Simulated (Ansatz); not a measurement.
A (100) slab of Ti (P6/mmm (No. 191)), 9 planes, outer planes Ti (top) and Ti (bottom), with 9 atoms (Ti9) in a surface cell of A = 12.637 Å², as cut from the bulk:

```xyz
9
Lattice="2.7988 0.0000 0.0000 0.0000 4.5153 0.0000 0.0000 0.0000 25.4276" Properties=species:S:1:pos:R:3 pbc="T T T"
Ti    1.3994    0.0000    7.5000
Ti    0.0000    2.2576    8.8035
Ti    1.3994    0.0000   10.1069
Ti    1.3994    2.2576   11.4104
Ti    0.0000    0.0000   12.7138
Ti    1.3994    2.2576   14.0173
Ti    1.3994    0.0000   15.3207
Ti    0.0000    2.2576   16.6242
Ti    1.3994    0.0000   17.9276
```

All numbers below come from DFT PBEsol, scalar-relativistic, plane waves, PAW (Ansatz 0.2.0). Settings: cutoff 420 eV, Γ-centred mesh 12×8×1 on the computed 9-atom cell, Gaussian smearing of 0.10 eV; no spin polarisation. The cell repeats along c with a dipole correction in the vacuum.

Against the same 9 atoms in the bulk, the slab as cut lies 3.903 eV higher and the relaxed slab 3.873 eV higher.

(1) Work out the surface energy before and after relaxation.

(2) What is the ideal work of this cut, per area?

Results:

(1) The slab has two faces, so γ = (E_slab − N·E_bulk)/(2A), the mean of both. As cut: 3.903/(2 × 12.637) = 0.1544 eV/Å², and 1 eV/Å² = 16.02 J/m², so γ = 2.47 J/m². Relaxed: 3.873/(2 × 12.637) = 0.1532 eV/Å² = 2.45 J/m². Relaxation recovers 0.8 % of the cost of cutting.

(2) Griffith's ideal work is 2γ: 4.95 J/m² if the new faces stay rigid, 4.91 J/m² if they relax. One thickness was run, 9 planes, so γ can still shift with it.

The reference crystal is a form of Ti, which isn't its usual structure.